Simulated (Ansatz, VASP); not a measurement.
Given: the input of a run of VASP 6.6.1 on AlRu.

Contents of INCAR:

```
ALGO = Normal ; EDIFF = 1E-6
ENCUT = 520 ; ISIF = 2
ISMEAR = -1 ; LASPH = True
LCHARG = False ; LREAL = False
LWAVE = False ; NBANDS = 16
NELM = 60 ; PREC = Accurate
SIGMA = 0.05
```

The input KPOINTS:

```
k-points
0
Gamma
  9 9 9
```

The input POSCAR:

```
AlRu
1.0
    3.0309676725      0.0000000000      0.0000000000
    0.0000000000      3.0309676725      0.0000000000
    0.0000000000      0.0000000000      3.0309676725
Ru Al
1 1
Direct
    0.5000000000      0.5000000000      0.5000000000
    0.0000000000      0.0000000000      0.0000000000
```

Potentials or basis: VASP PAW LDA potentials, release 64 (Ru_pv, Al).

The run is started by

```sh
$ cat potpaw_LDA.64/Ru_pv/POTCAR potpaw_LDA.64/Al/POTCAR > POTCAR
$ mpirun -np 1 vasp_std > vasp.out
```

Set up the same calculation for Ansatz 0.2.0. Potentials there: all-electron LAPW, scalar-relativistic.

As run (the cutoff follows the program's own potentials):

The input input.yaml:

```yaml
crystal:
  lattice:
    - [3.0309676725, 0.0, 0.0]
    - [0.0, 3.0309676725, 0.0]
    - [0.0, 0.0, 3.0309676725]
  atoms:
    - { symbol: Ru, position: [0.5, 0.5, 0.5] }
    - { symbol: Al, position: [0.0, 0.0, 0.0] }
kpoints:
  mp_grid: { grid: [9, 9, 9] }
scf:
  occupations: { method: fermi_dirac, width: 0.05 }
hamiltonian:
  xc: lda
  pseudopotentials: { kind: all_electron, lapw: { basis_error: 0.001 } }
output:
  forces: true
  stress: true
  eigenvalues: true
```

Potentials or basis: all-electron LAPW, scalar-relativistic.

Run with:

```sh
$ ansatz run input.yaml --threads 1 --pin off --max-ram 3072MiB --backend cpu --events-out ev --progress --plain --runs-dir out
```

Both were run:

|  | VASP | Ansatz | Ansatz less VASP |
| --- | --- | --- | --- |
| gap on the k mesh at the Fermi level (eV) | none | none | - |
| pressure (GPa) | -14.8 | -15.2 | -0.37 |

A gap of «none» marks a metal or a gap that the smearing closes. Ansatz ran all-electron here, so the differences hold the error of VASP's frozen core and of both bases.
